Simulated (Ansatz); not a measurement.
Energy landscape near a Al structure

Method: Ansatz 0.2.0, DFT PBE, scalar-relativistic, plane waves, PAW.

Settings: cutoff 420 eV, Γ-centred mesh 18×18×18 on the computed 1-atom cell, Gaussian smearing of 0.10 eV; no spin polarisation.

Reference cell:

```
Al
1.0
    -1.59122    1.59122    1.59122
     1.59122   -1.59122    1.59122
     1.59122    1.59122   -1.59122
Al
1
Direct
  0.00000 0.00000 0.00000
```

Each variant moves atoms of this cell by the vectors given, if any (Å), and then applies a symmetric strain (tensor components, Cartesian axes). The reference cell isn't relaxed at this level. Energies are per atom at zero smearing, counted from the lowest variant. Pressure is positive in compression.

1. strain (xx yy zz yz xz xy, %) -0.91 -0.91 -0.91 0.00 0.00 0.00
2. strain (xx yy zz yz xz xy, %) 1.26 1.26 1.26 -4.00 4.00 -4.00
3. strain (xx yy zz yz xz xy, %) -1.69 -1.69 -1.69 0.00 0.00 0.00

```tsv
result	ΔE (meV/atom)	P (GPa)
A	16.9	8.60
B	13.3	2.51
C	0.0	6.30
```

(1) Which variant gave which result?

Answers

(1) A is 3, B is 2, C is 1. The pressure falls as the cell grows: from the smallest volume to the largest the variants are 3, 1, 2.

This bcc form isn't the element's structure at ambient conditions.